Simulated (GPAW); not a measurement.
C:

```xyz
8
Lattice="2.5221 0.0000 0.0000 -1.2611 2.1842 0.0000 0.0000 0.0000 8.2371" Properties=species:S:1:pos:R:3 pbc="T T T"
C     1.2611    0.7281    6.9501
C     0.0000    1.4561    2.8315
C     1.2611    0.7281    5.4056
C     0.0000    1.4561    1.2870
C     0.0000    0.0000    7.4649
C     0.0000    0.0000    3.3463
C     0.0000    0.0000    4.8908
C     0.0000    0.0000    0.7722
```

This is a hexagonal form of diamond, not graphite.

| Property | Result |
| --- | --- |
| Program | GPAW 26.7.0 |
| Task | relaxation of cell and atoms |
| Functional | TASK |
| Potentials or basis | GPAW PAW data sets (gpaw-data 1.2.1) |
| Cutoff | 800 eV |
| Basis | pw |
| k mesh | 7 × 7 × 2 |
| Occupations | fermi-dirac, width 0.05 eV |
| Spin | no spin polarisation |

At the start: pressure 13.9 GPa; volume 5.67 Å³/atom.

**Question.** How do energy, volume and symmetry change on relaxing?

**Answer.** Over 7 steps the energy falls by 11.8 meV/atom and the volume is 5.86 Å³/atom (+3.2 %); space group P6_3/mmc (No. 194, to 0.05 Å).

The path:
```
step  energy change (eV)  largest force (eV/Å)  pressure (GPa)  volume (Å³)
   1              0.0000                0.3953           13.94        45.38
   2             -0.0224                0.0902           12.67        45.50
   3             -0.0471                0.2125            9.77        45.79
   4             -0.0698                0.3038            5.82        46.20
   5             -0.0890                0.2146            1.30        46.69
   6             -0.0938                0.0796           -0.14        46.85
   7             -0.0943                0.0085           -0.12        46.84
```

Final structure:
```
C
1.0
     2.54030    0.00000    0.00000
    -1.27015    2.19997    0.00000
     0.00000    0.00000    8.38180
C
8
Direct
  0.66667 0.33333 0.84458
  0.33333 0.66667 0.34458
  0.66667 0.33333 0.65542
  0.33333 0.66667 0.15542
  0.00000 0.00000 0.90711
  0.00000 0.00000 0.40711
  0.00000 0.00000 0.59289
  0.00000 0.00000 0.09289
```

Caveat: the k mesh is coarse; later steps reuse the first step's grids; the PAW data sets were made with another functional, which shifts forces and pressure a little.
